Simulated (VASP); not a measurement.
**MgS in VASP: one cell, several levels of theory**

What does VASP give for MgS built on the zincblende prototype, under -2.0 % strain along z alone, the cell held fixed? Runs: PBE, r2SCAN. The results are then set beside those of Ansatz 0.2.0 for the same cell. This is a trial cell built on a prototype, not taken from a measured structure, and it needn't be the compound's ground state.

Program: VASP 6.6.1. PAW datasets, plane waves. The structure was generated, not taken from experiment, and needn't be the ground state; spin polarisation is off.

## (1) The system as given

The cell comes from an earlier relaxation with r2SCAN in another program, then strained, with the atoms relaxed again.

It is tetragonal, I-4m2 (No. 119); conventional cell a = 4.003 Å, c = 5.549 Å, 22.23 Å³ an atom. Around Mg lie 4 S at 2.44 Å; around S lie 4 Mg at 2.44 Å.

The structure in full:

Space group I-4m2 (No. 119). a = 4.003 Å, b = 4.003 Å, c = 5.549 Å, α = 90.00°, β = 90.00°, γ = 90.00°
```tsv
atom	site	symmetry	x	y	z
Mg	2a	-4m2	0.0000	0.0000	0.0000
S	2c	-4m2	0.0000	0.5000	0.2500
```

## (2) PBE

Contents of INCAR:

```
ENCUT = 520.000000
SIGMA = 0.020000
EDIFF = 1.00e-07
GGA = PE
PREC = Accurate
IBRION = -1
ISIF = 2
ISMEAR = -1
NBANDS = 11
NELM = 120
NSW = 0
LASPH = .TRUE.
LCHARG = .FALSE.
LWAVE = .FALSE.
LREAL = .FALSE.
```

Contents of KPOINTS:

```
KPOINTS created by Atomic Simulation Environment
0
Gamma
8 8 8
0 0 0
```

Contents of KPOINTS_OPT:

```
special points
6
Reciprocal
0.0000000000 0.0000000000 0.0000000000 1
-0.5000000000 -0.5000000000 0.0000000000 1
-0.3750000000 -0.3750000000 0.2500000000 1
-0.3750000000 0.0000000000 0.3750000000 1
0.0000000000 0.0000000000 0.5000000000 1
-0.5000000000 -0.2500000000 0.2500000000 1
```

Contents of POSCAR:

```
Mg S
 1.0000000000000000
     0.0000000000000000    2.8308768411999998    2.7742593044000001
     2.8308768411999998    0.0000000000000000    2.7742593044000001
     2.8308768411999998    2.8308768411999998    0.0000000000000000
 Mg  S
   1   1
Cartesian
  0.0000000000000000  0.0000000000000000  0.0000000000000000
  1.4154384205999999  1.4154384205999999  1.3871296522000001
```

The run uses the recommended PBE PAW datasets (8 valence electrons a neutral cell).

Started as:

```sh
mpirun -np 1 vasp_std
```

Printed to the terminal (iteration lines stand in OSZICAR):

```text
POSCAR found type information on POSCAR MgS
 POSCAR found :  2 types and       2 ions
 LDA part: xc-table for (Slater+PW92), standard interpolation
 POSCAR, INCAR and KPOINTS ok, starting setup
 FFT: planning ... GRIDC
 FFT: planning ... GRID_SOFT
 FFT: planning ... GRID
 WAVECAR not read
 entering main loop
 Start KPOINTS_OPT (optional k-point list driver)
k-point batch [1-6\6]
```

OSZICAR:

```text
N       E                     dE             d eps       ncg     rms          rms(c)
DAV:   1     0.242991511074E+02    0.24299E+02   -0.33314E+03  1330   0.571E+02
DAV:   2    -0.702697908613E+01   -0.31326E+02   -0.29696E+02  1594   0.996E+01
DAV:   3    -0.895965089476E+01   -0.19327E+01   -0.19296E+01  1595   0.266E+01
DAV:   4    -0.897514249989E+01   -0.15492E-01   -0.15490E-01  1577   0.288E+00
DAV:   5    -0.897531778043E+01   -0.17528E-03   -0.17528E-03  1674   0.300E-01    0.409E+00
DAV:   6    -0.848960272562E+01    0.48572E+00   -0.11988E+00  1418   0.410E+00    0.316E+00
DAV:   7    -0.845419589042E+01    0.35407E-01   -0.27177E-01  1526   0.213E+00    0.247E+00
DAV:   8    -0.846168195746E+01   -0.74861E-02   -0.22765E-02  1442   0.913E-01    0.138E+00
DAV:   9    -0.846084599468E+01    0.83596E-03   -0.23476E-03  1490   0.242E-01    0.430E-01
DAV:  10    -0.846104605780E+01   -0.20006E-03   -0.62480E-04  1475   0.118E-01    0.892E-02
DAV:  11    -0.846105066937E+01   -0.46116E-05   -0.53671E-05  1574   0.300E-02    0.510E-02
DAV:  12    -0.846105209351E+01   -0.14241E-05   -0.62979E-06  1520   0.126E-02    0.617E-03
DAV:  13    -0.846105208832E+01    0.51899E-08   -0.26122E-07  1633   0.264E-03
   1 F= -.84610521E+01 E0= -.84610521E+01  d E =-.800389E-11
       N       E                     dE             ncg
DAV:   1     0.894888127748E+03   -0.12715E+04      132
DAV:   2     0.714353213161E+03   -0.18053E+03      164
DAV:   3     0.705214079182E+03   -0.91391E+01      165
DAV:   4     0.705142428992E+03   -0.71650E-01      163
DAV:   5     0.705141705363E+03   -0.72363E-03      170
DAV:   6     0.705141694816E+03   -0.10547E-04      164
DAV:   7     0.705141694589E+03   -0.22753E-06      180
DAV:   8     0.705141694585E+03   -0.34775E-08      148
```

The lines after F= are the extra pass for the points of KPOINTS_OPT, at fixed density; their E is not a total energy.

Parts of OUTCAR:

```text
k-points           NKPTS =     59   k-points in BZ     NKDIM =     59   number of bands    NBANDS=     11

   NELECT =       8.0000    total number of electrons

   dimension x,y,z NGX =    30 NGY =   30 NGZ =   30
   dimension x,y,z NGXF=    60 NGYF=   60 NGZF=   60

  energy-cutoff  :      520.00
  volume of cell :       44.47
      direct lattice vectors                 reciprocal lattice vectors
     0.000000000  2.830876841  2.774259304    -0.176623721  0.176623721  0.180228286
     2.830876841  0.000000000  2.774259304     0.176623721 -0.176623721  0.180228286
     2.830876841  2.830876841  0.000000000     0.176623721  0.176623721 -0.180228286

 k-points in reciprocal lattice and weights: KPOINTS created by Atomic Simulation Env
   0.00000000  0.00000000  0.00000000       0.002
   0.12500000  0.00000000  0.00000000       0.016
   0.25000000  0.00000000  0.00000000       0.016
   0.37500000  0.00000000  0.00000000       0.016
   0.50000000  0.00000000  0.00000000       0.008
   0.12500000  0.12500000  0.00000000       0.004
   0.25000000  0.12500000  0.00000000       0.016
   0.37500000  0.12500000  0.00000000       0.016
[... 51 more k-points ...]

 E-fermi :   1.6201

 k-point     1 :       0.0000    0.0000    0.0000
  band No.  band energies     occupation
      1     -10.1438      2.00000
      2       1.1744      2.00000
      3       1.1744      2.00000
      4       1.2252      2.00000
      5       4.7492      0.00000
      6       9.1882      0.00000
      7       9.1882      0.00000
      8       9.2079      0.00000
      9      11.8950      0.00000
     10      12.2263      0.00000
     11      15.0763      0.00000

 k-point     2 :       0.1250    0.0000    0.0000
  band No.  band energies     occupation
      1     -10.0529      2.00000
      2       0.5007      2.00000
      3       1.1146      2.00000
      4       1.1598      2.00000
      5       5.4131      0.00000
      6       9.0087      0.00000
      7       9.3594      0.00000
      8       9.3914      0.00000
      9      11.4724      0.00000
     10      11.7293      0.00000
     11      14.4220      0.00000

 k-point     3 :       0.2500    0.0000    0.0000
  band No.  band energies     occupation
      1      -9.8173      2.00000
      2      -0.6936      2.00000
      3       0.9799      2.00000
      4       1.0490      2.00000
      5       6.2590      0.00000
      6       9.0562      0.00000
      7       9.3301      0.00000
      8       9.4860      0.00000
      9      11.6406      0.00000
     10      11.6942      0.00000
     11      13.5606      0.00000

 k-point     4 :       0.3750    0.0000    0.0000
  band No.  band energies     occupation
      1      -9.5527      2.00000
      2      -1.6423      2.00000
      3       0.8567      2.00000
      4       0.9479      2.00000
      5       6.4122      0.00000
      6       8.9372      0.00000
      7       9.1290      0.00000
      8       9.6613      0.00000
      9      12.9329      0.00000
     10      13.0336      0.00000
     11      13.5874      0.00000

 k-point     5 :       0.5000    0.0000    0.0000
  band No.  band energies     occupation
      1      -9.4324      2.00000
      2      -2.0035      2.00000
      3       0.8086      2.00000
      4       0.9084      2.00000
      5       6.3737      0.00000
      6       8.7610      0.00000
      7       8.9645      0.00000
      8       9.8966      0.00000
      9      14.2238      0.00000
     10      14.3432      0.00000
     11      14.5374      0.00000

 k-point     6 :       0.1250    0.1250    0.0000
  band No.  band energies     occupation
      1     -10.0195      2.00000
      2       0.5300      2.00000
      3       0.9807      2.00000
      4       0.9807      2.00000
      5       5.6553      0.00000
      6       8.6352      0.00000
      7       9.6160      0.00000
      8       9.6160      0.00000
      9      10.8387      0.00000
     10      12.1700      0.00000
     11      15.5654      0.00000

 k-point     7 :       0.2500    0.1250    0.0000
  band No.  band energies     occupation
      1      -9.8294      2.00000
      2      -0.3814      2.00000
      3       0.8015      2.00000
      4       0.8778      2.00000
      5       6.4442      0.00000
      6       8.3649      0.00000
      7       9.4639      0.00000
      8       9.8811      0.00000
      9      10.8130      0.00000
     10      12.4348      0.00000
     11      14.7045      0.00000

 k-point     8 :       0.3750    0.1250    0.0000
  band No.  band energies     occupation
      1      -9.5708      2.00000
      2      -1.3296      2.00000
      3       0.6831      2.00000
      4       0.6990      2.00000
      5       6.7749      0.00000
      6       8.4959      0.00000
      7       9.2676      0.00000
      8       9.5794      0.00000
      9      12.0325      0.00000
     10      13.6006      0.00000
     11      14.3613      0.00000

 k-point     9 :       0.5000    0.1250    0.0000
  band No.  band energies     occupation
      1      -9.3988      2.00000
      2      -1.8442      2.00000
      3       0.5139      2.00000
      4       0.6821      2.00000
      5       6.8251      0.00000
      6       8.1747      0.00000
      7       9.2248      0.00000
      8      10.1831      0.00000
      9      13.0867      0.00000
     10      14.5521      0.00000
     11      15.1741      0.00000

 k-point    10 :      -0.3750    0.1250    0.0000
  band No.  band energies     occupation
      1      -9.4432      2.00000
      2      -1.7194      2.00000
      3       0.4339      2.00000
      4       0.7967      2.00000
      5       6.9493      0.00000
      6       8.2041      0.00000
      7       9.1625      0.00000
      8      10.1108      0.00000
      9      12.6635      0.00000
     10      14.2027      0.00000
     11      14.9112      0.00000

 k-point    11 :      -0.2500    0.1250    0.0000
  band No.  band energies     occupation
      1      -9.6682      2.00000
      2      -1.0258      2.00000
      3       0.5244      2.00000
      4       0.9719      2.00000
      5       6.9102      0.00000
      6       8.6266      0.00000
      7       9.2693      0.00000
      8       9.4437      0.00000
      9      11.0493      0.00000
     10      13.3118      0.00000
     11      14.6370      0.00000

 k-point    12 :      -0.1250    0.1250    0.0000
  band No.  band energies     occupation
      1      -9.9161      2.00000
      2      -0.1162      2.00000
      3       0.8199      2.00000
      4       1.1095      2.00000
      5       6.1714      0.00000
      6       8.7839      0.00000
      7       9.4553      0.00000
      8       9.5721      0.00000
      9      10.6018      0.00000
     10      12.0778      0.00000
     11      15.1271      0.00000

 k-point    13 :       0.2500    0.2500    0.0000
  band No.  band energies     occupation
      1      -9.6987      2.00000
      2      -0.5479      2.00000
      3       0.5667      2.00000
      4       0.5667      2.00000
      5       6.4451      0.00000
      6       7.7011      0.00000
      7       9.8385      0.00000
      8      10.7339      0.00000
      9      10.7339      0.00000
     10      12.9790      0.00000
     11      16.8026      0.00000

 k-point    14 :       0.3750    0.2500    0.0000
  band No.  band energies     occupation
      1      -9.4864      2.00000
      2      -1.1149      2.00000
      3       0.2903      2.00000
      4       0.4119      2.00000
      5       6.3051      0.00000
      6       7.6571      0.00000
      7       9.7780      0.00000
      8      10.8978      0.00000
      9      12.0862      0.00000
     10      14.0072      0.00000
     11      16.0744      0.00000

 k-point    15 :       0.5000    0.2500    0.0000
  band No.  band energies     occupation
      1      -9.3133      2.00000
      2      -1.4958      2.00000
      3      -0.1329      2.00000
      4       0.4071      2.00000
      5       6.3816      0.00000
      6       8.1802      0.00000
      7       9.8638      0.00000
      8      10.4862      0.00000
      9      12.9850      0.00000
     10      14.6766      0.00000
     11      15.9741      0.00000

 k-point    16 :      -0.3750    0.2500    0.0000
  band No.  band energies     occupation
      1      -9.2992      2.00000
      2      -1.4826      2.00000
      3      -0.4164      2.00000
      4       0.5534      2.00000
      5       6.7931      0.00000
      6       8.4073      0.00000
      7      10.1410      0.00000
      8      10.1437      0.00000
      9      12.6859      0.00000
     10      12.7928      0.00000
     11      16.4402      0.00000

[... the tables of k-points 17 to 59 left out ...]

  Total        0.5700462      0.5700462      0.6697293      0.0000000      0.0000000      0.0000000
  in kB       20.5400585     20.5400585     24.1318636      0.0000000      0.0000000      0.0000000
  external PRESSURE =      21.7373268 kB  Pullay stress =       0.0000000 kB

 POSITION                                       TOTAL-FORCE (eV/Angst)
 -----------------------------------------------------------------------------------
      0.00000      0.00000      0.00000        -0.000000     -0.000000     -0.000000
      1.41544      1.41544      1.38713         0.000000      0.000000      0.000000
 -----------------------------------------------------------------------------------
    total drift:                               -0.000000     -0.000000     -0.000000

  FREE ENERGIE OF THE ION-ELECTRON SYSTEM (eV)
  ---------------------------------------------------
  free  energy   TOTEN  =        -8.4610520883 eV

  energy  without entropy=       -8.4610520883  energy(sigma->0) =       -8.46105209
```

Hardware: 1 MPI rank of Intel Xeon Platinum 8488C, shared host.

The levels at the points of KPOINTS_OPT are read from vasprun.xml.

Levels at the named points, in eV from the top of band v (v: the last filled band by count, c: the next):

```
point    v−1      v     c   c+1
    Γ  -0.05   0.00  3.52  7.96
    X  -1.15  -1.15  3.80  5.54
    U  -1.97  -0.93  4.75  6.90
    K  -1.95  -0.83  4.83  7.06
    L  -0.42  -0.32  5.15  7.54
    W  -1.91  -1.39  5.47  7.94
```

The PBE gap is 3.52 eV, direct at Γ. The pressure is 2.17 GPa; the forces vanish within 0.01 eV/Å.

[end of part 1 of 2]
